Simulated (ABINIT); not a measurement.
# A GW chain in ABINIT: LiH (Fm-3m)

How does a plane-wave GW calculation on LiH (Fm-3m) run from the first input to the gap?

Calculated with ABINIT 10.8.3; PBE and many-body steps on it, plane waves.

Most raw output is cut from this account.

The database entry behind the starting cell differs from later determinations by our own check (the deuteride, about 0.2 % short), so it need not match the best structure at ambient conditions.

## 1. The structure

Symmetry: Fm-3m, No. 225, cubic system. The conventional cell has a = 4.074 Å, b = 4.074 Å, c = 4.074 Å, α = 90.00°, β = 90.00°, γ = 90.00°. Li has 6 H at 2.04 Å nearest. Nearest to H lie 6 Li at 2.04 Å. Farther neighbours are not listed.

The cell and positions come from the Crystallography Open Database and are kept as given unless a step says otherwise.

## 2. Ground state

This step: ABINIT 10.8.3; DFT, PBE, plane waves, norm-conserving pseudopotentials.

The ground-state density comes first.

Input file run.abi:

```
acell 3*1.0 Angstrom
rprim 
  0.000000000000 2.036750000000 2.036750000000
  2.036750000000 -0.000000000000 2.036750000000
  2.036750000000 2.036750000000 -0.000000000000
ntypat 2
znucl 3 1
natom 2
typat 1 2
xred 
  0.000000000000 0.000000000000 0.000000000000
  0.500000000000 0.500000000000 0.500000000000
pp_dirpath "pseudos"
pseudos "Li.upf, H.upf"
ecut 33
ngkpt 8 8 8
nshiftk 1
shiftk 0 0 0
kptopt 1
chksymbreak 0
nband 7
occopt 1
tolvrs 1e-10
nstep 60
prtwf 0
optforces 0
optstress 0
indata_prefix "in"
outdata_prefix "out"
tmpdata_prefix "tmp"
```

On the command line:

```sh
$ OMP_NUM_THREADS=1 mpirun -n 4 abinit run.abi > log
```

The job ended after 2.8 s (4 MPI ranks of Arm Neoverse V1, shared host; peak memory 0.07 GiB; 11 s of CPU time).

This step gave:

```yaml
total_energy: -212.7305 eV
gap: 3.022 eV
k_of_the_valence_top: 0.5, 0.5, 0
k_of_the_conduction_bottom: 0.5, 0.5, 0
least_direct_gap: 3.022 eV
```

The gap is direct, at (0.500, 0.500, 0.000).

## 3. Bands along the symmetry lines

The cheap functional maps the bands first; the places of the edges decide which points the dearer methods must see.

Input file run.abi:

```
acell 3*1.0 Angstrom
rprim 
  0.000000000000 2.036750000000 2.036750000000
  2.036750000000 -0.000000000000 2.036750000000
  2.036750000000 2.036750000000 -0.000000000000
ntypat 2
znucl 3 1
natom 2
typat 1 2
xred 
  0.000000000000 0.000000000000 0.000000000000
  0.500000000000 0.500000000000 0.500000000000
pp_dirpath "pseudos"
pseudos "Li.upf, H.upf"
ecut 33
iscf -2
irdden 1
kptopt 0
nkpt 50
kpt 
  0.00000000 0.00000000 0.00000000
  0.06250000 0.00000000 0.06250000
  0.12500000 0.00000000 0.12500000
  0.18750000 0.00000000 0.18750000
  0.25000000 0.00000000 0.25000000
  0.31250000 0.00000000 0.31250000
  0.37500000 0.00000000 0.37500000
  0.43750000 0.00000000 0.43750000
  0.50000000 0.00000000 0.50000000
  0.51562500 0.03125000 0.51562500
  0.53125000 0.06250000 0.53125000
  0.54687500 0.09375000 0.54687500
  0.56250000 0.12500000 0.56250000
  0.57812500 0.15625000 0.57812500
  0.59375000 0.18750000 0.59375000
  0.60937500 0.21875000 0.60937500
  0.62500000 0.25000000 0.62500000
  0.37500000 0.37500000 0.75000000
  0.32812500 0.32812500 0.65625000
  0.28125000 0.28125000 0.56250000
  0.23437500 0.23437500 0.46875000
  0.18750000 0.18750000 0.37500000
  0.14062500 0.14062500 0.28125000
  0.09375000 0.09375000 0.18750000
  0.04687500 0.04687500 0.09375000
  0.00000000 0.00000000 0.00000000
  0.06250000 0.06250000 0.06250000
  0.12500000 0.12500000 0.12500000
  0.18750000 0.18750000 0.18750000
  0.25000000 0.25000000 0.25000000
  0.31250000 0.31250000 0.31250000
  0.37500000 0.37500000 0.37500000
  0.43750000 0.43750000 0.43750000
  0.50000000 0.50000000 0.50000000
  0.50000000 0.46875000 0.53125000
  0.50000000 0.43750000 0.56250000
  0.50000000 0.40625000 0.59375000
  0.50000000 0.37500000 0.62500000
  0.50000000 0.34375000 0.65625000
  0.50000000 0.31250000 0.68750000
  0.50000000 0.28125000 0.71875000
  0.50000000 0.25000000 0.75000000
  0.50000000 0.21875000 0.71875000
  0.50000000 0.18750000 0.68750000
  0.50000000 0.15625000 0.65625000
  0.50000000 0.12500000 0.62500000
  0.50000000 0.09375000 0.59375000
  0.50000000 0.06250000 0.56250000
  0.50000000 0.03125000 0.53125000
  0.50000000 0.00000000 0.50000000
istwfk *1
nband 9
nbdbuf 2
tolwfr 1e-08
nstep 40
prtwf 0
prtvol 0
indata_prefix "in"
outdata_prefix "out"
tmpdata_prefix "tmp"
```

It took 2.6 s on 4 MPI ranks; peak memory 0.07 GiB; 10 s of CPU time.

Numbers from this step:

* gap: 3.022 eV
* k of the valence top: 0.5, 0, 0.5
* k of the conduction bottom: 0.5, 0, 0.5
* least direct gap: 3.022 eV

The gap is 3.022 eV, as in the run before at this level.

Electronic bands along the path, in eV, zero at the top of the highest filled band; v1 is the highest filled band, c1 the lowest empty one:

| point | v2 | v1 | c1 | c2 | c3 | c4 |
| --- | --- | --- | --- | --- | --- | --- |
| Γ | -44.30 | -5.25 | 15.48 | 17.40 | 17.40 | 17.40 |
| halfway | -44.28 | -3.75 | 10.13 | 12.73 | 12.73 | 15.96 |
| X | -44.25 | 0.00 | 3.02 | 10.59 | 10.59 | 13.70 |
| halfway | -44.25 | -0.08 | 3.30 | 8.96 | 10.86 | 15.50 |
| U | -44.25 | -0.47 | 4.13 | 7.41 | 11.68 | 15.68 |
| jump to K | -44.25 | -0.47 | 4.13 | 7.41 | 11.68 | 15.68 |
| halfway | -44.27 | -3.67 | 9.75 | 9.89 | 15.65 | 16.99 |
| Γ | -44.30 | -5.25 | 15.48 | 17.40 | 17.40 | 17.40 |
| halfway | -44.28 | -4.21 | 9.46 | 14.60 | 16.21 | 16.21 |
| L | -44.26 | -2.49 | 4.80 | 13.25 | 16.07 | 16.07 |
| halfway | -44.26 | -1.61 | 5.00 | 8.66 | 12.93 | 15.97 |
| W | -44.25 | -0.20 | 5.24 | 5.24 | 11.40 | 17.12 |
| halfway | -44.25 | -0.10 | 3.58 | 7.93 | 10.99 | 16.83 |
| X | -44.25 | 0.00 | 3.02 | 10.59 | 10.59 | 13.70 |

## 4. Empty states on the mesh, 6×6×6 mesh, 87 bands

The sums over transitions need many empty states on a uniform mesh; this step solves for them.

Input file run.abi:

```
acell 3*1.0 Angstrom
rprim 
  0.000000000000 2.036750000000 2.036750000000
  2.036750000000 -0.000000000000 2.036750000000
  2.036750000000 2.036750000000 -0.000000000000
ntypat 2
znucl 3 1
natom 2
typat 1 2
xred 
  0.000000000000 0.000000000000 0.000000000000
  0.500000000000 0.500000000000 0.500000000000
pp_dirpath "pseudos"
pseudos "Li.upf, H.upf"
ecut 33
ngkpt 6 6 6
nshiftk 1
shiftk 0 0 0
kptopt 1
chksymbreak 0
irdden 1
istwfk *1
nband 87
prtvol 0
optdriver 6
gwr_task "HDIAGO"
paral_kgb 0
occopt 1
indata_prefix "in"
outdata_prefix "out"
tmpdata_prefix "tmp"
```

The job ended after 7 s (4 MPI ranks; peak memory 0.43 GiB; 28 s of CPU time).

Numbers from this step:

* gap: 3.022 eV
* k of the valence top: 0.5, 0.5, 0
* k of the conduction bottom: 0.5, 0.5, 0
* least direct gap: 3.022 eV
* k points computed: 16
* lowest point of the top converged band, above the valence top: 148.4156 eV

On this mesh the gap is 3.022 eV.

## 5. Screening, 6×6×6 mesh, 79 bands, screening to 217.7 eV

The RPA dielectric matrix is built and inverted for each q.

This step: RPA screening on PBE, plane waves, norm-conserving pseudopotentials.

run.abi: that of step 4 with these lines changed.

```diff
@@ -20,10 +20,11 @@
 chksymbreak 0
-irdden 1
 istwfk *1
-nband 87
-prtvol 0
-optdriver 6
-gwr_task "HDIAGO"
-paral_kgb 0
 occopt 1
+irdwfk 1
+optdriver 3
+nband 79
+ecuteps 8
+inclvkb 2
+awtr 1
+symchi 1
 indata_prefix "in"
```

The job ended after 17 s (4 MPI ranks; peak memory 0.62 GiB).

Numbers from this step:

```
ε∞ with local fields, on this mesh, along the program's q direction : 4.182
the same without local fields                                       : 4.588
plasma frequency                                                    : 18.07 eV
plane waves in the screening matrix                                 : 137
```

Local fields lower ε∞ by 9 %.

## 6. Self-energy, 6×6×6 mesh, 79 bands, screening to 217.7 eV

The self-energy is evaluated for the states that the input lists, and the levels follow from it, in one-shot runs by the linearised quasiparticle equation.

This step: G0W0 on PBE, plane waves, norm-conserving pseudopotentials.

run.abi: that of step 5 with these lines changed.

```diff
@@ -23,8 +23,17 @@
 irdwfk 1
-optdriver 3
+optdriver 4
 nband 79
+gwcalctyp 0
+ecutsigx 33
+symsigma 1
+nkptgw 2
+kptgw 
+  0.5000000000 0.5000000000 0.0000000000
+  0.0000000000 0.0000000000 0.0000000000
+bdgw 
+  1 5
+  1 6
 ecuteps 8
-inclvkb 2
-awtr 1
-symchi 1
+irdscr 1
+ppmodel 1
 indata_prefix "in"
```

Elapsed: 7 s, on 4 MPI ranks; peak memory 0.7 GiB.

Numbers from this step:

| Item | Value |
| --- | --- |
| G0W0 gap on the points computed | 4.932 eV |
| starting gap on the mesh | 3.022 eV |
| k of the valence top | 0.5, 0.5, 0 |
| k of the conduction bottom | 0.5, 0.5, 0 |
| Z at the valence top | 0.771 |
| Z at the conduction bottom | 0.81 |
| least direct G0W0 gap on the computed points | 4.932 eV |

The gap on the mesh goes from 3.02 eV to 4.93 eV, a correction of +1.91 eV.

Limits: finite bands, cutoff and mesh. v1 is the top filled band, c1 the lowest empty one. Levels before and after the correction, in eV, zero at the valence-band top of each column:

```
           conduction bottom  valence top
Kohn-Sham               3.02         0.00
     G0W0               4.93         0.00
```

```
                       level  energy (eV)
Kohn-Sham     (0.5 0.5 0) v2      -44.251
Kohn-Sham     (0.5 0.5 0) v1        0.000
Kohn-Sham     (0.5 0.5 0) c1        3.022
Kohn-Sham  (0.5 0.5 0) c2-c3       10.588
     G0W0     (0.5 0.5 0) v2      -49.430
     G0W0     (0.5 0.5 0) v1        0.000
     G0W0     (0.5 0.5 0) c1        4.932
     G0W0  (0.5 0.5 0) c2-c3       12.792
```

## 7. Where the time went

Times are wall times on 4 MPI ranks of Arm Neoverse V1, shared host, good to a factor of about two.

```csv
step,time,share,memory (GiB)
ground state,2.8 s,8 %,0.07
bands along the symmetry lines,2.6 s,7 %,0.07
empty states on the mesh,7 s,19 %,0.43
screening,17 s,47 %,0.62
self-energy,7 s,19 %,0.7
```

## 8. Outcome

| Quantity | Value |
| --- | --- |
| PBE gap | 3.02 eV, direct |
| G0W0 gap on the mesh | 4.93 eV |
| GW settings | 6×6×6 mesh, 79 bands, screening to 217.7 eV, Godby-Needs plasmon pole |
| known limits | not at the basis limit |

**Reading.** G0W0 moves the gap on the mesh from 3.02 eV to 4.93 eV (+1.91 eV), with Z of 0.77 and 0.81 at the edges. Local fields lower the RPA ε∞ on this mesh from 4.59 to 4.18. Only 2 of the mesh's irreducible points were corrected, so a valley elsewhere could overtake. The dearest step here is «screening». Bands and cutoff are finite, so the gap is not at the basis limit. The miss can reach some tenths of an eV and take either sign; the mesh is an error of its own. In the G0W0 run levels were corrected at 2 k points alone, so a gap called «on the mesh» is the least over those, and an edge elsewhere would be missed.

[Paths, hosts, dates, memory and timing lines, banners, echoed tables and standing remarks are left out of the program output.]

[Logs are printed without paths, hosts, clocks, repeated set-up lines and the standing remarks that a program may print on its own settings, such as how far it seeks lower states.]

[Runs of the session that timed out or met a known fault of the program may be left out.]

[Hosts, paths, dates, database ids (printed as entryN), source tags and the programs' standing remarks are cut or masked in the printed files.]

[G0W0 gaps are taken among the corrected bands and points alone; a level outside them can change the order at an edge.]

[Where Ansatz stands beside ABINIT at settings called matched, ABINIT's density can come from a denser mesh and the files from another edition; pairs whose starting gaps differed by over 0.03 eV were left out, so agreement reads better than it is.]
